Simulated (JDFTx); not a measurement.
Runs of JDFTx 1.7.0 (patched build) on NiO. The structure is cubic, space group Fm-3m (No. 225). Conventional cell: a = 4.172 Å, b = 4.172 Å, c = 4.172 Å, α = 90.00°, β = 90.00°, γ = 90.00°. Ni (site symmetry m-3m) has 6 O at 2.09 Å as nearest neighbours. O (site symmetry m-3m) is surrounded by 6 Ni at 2.09 Å. 

```tsv
task	level	potentials or basis	cell	k mesh	smearing	local potential set to -Z/r beyond	further solve for the empty bands	pseudo rcut	gap on the mesh (eV)	pressure (GPa)	moment (μB)
single point	PBEsol	PseudoDojo-SR-PBEsol-0.4.1-standard with smoothed tails	as given	11 × 11 × 11	gaussian 0.05 eV	6 bohr	yes	6	none	-6.9	1.56
single point	LDA	PseudoDojo-SR-LDA-0.4.1-standard with smoothed tails	as given	11 × 11 × 11	fermi-dirac 0.05 eV	6 bohr	yes	6	none	-20.3	(b)
relaxation of cell and atoms	PBE+D3	PseudoDojo-SR-PBE-0.5-standard	relaxed	9 × 9 × 9	fermi-dirac 0.05 eV	-	no	-	none	0.0	1.86
single point	PBEsol	PseudoDojo-SR-PBEsol-0.4.1-standard with smoothed tails	as given	11 × 11 × 11	fermi-dirac 0.05 eV	6 bohr	yes	6	none	-6.9	1.55
single point	PBE	PseudoDojo-SR-PBE-0.5-standard	as given	11 × 11 × 11	fermi-dirac 0.05 eV	-	yes	-	none	6.0	(a)
```

Alike in all rows: spin collinear, ferromagnetic start; cutoff (eV) 1333.

**Question.** Fill in the values left out.

**Answer.** (a) 1.83; (b) 0.33.

Caveats: semilocal functionals often make such compounds metallic where correlation or magnetic order opens a gap, which also shifts bond lengths; a cell with one magnetic atom can't hold antiferromagnetic order, which such compounds often take (some runs); so large a pressure means that the cell lies far from this level's equilibrium, or that cutoff or potentials fall short (some runs); pairwise dispersion overbinds metals, which lowers pressure and volume (some runs).

A k mesh can miss the band edges.

A gap of «none» marks a metal or a gap under the smearing width.

Not every run made on this cell is shown here.
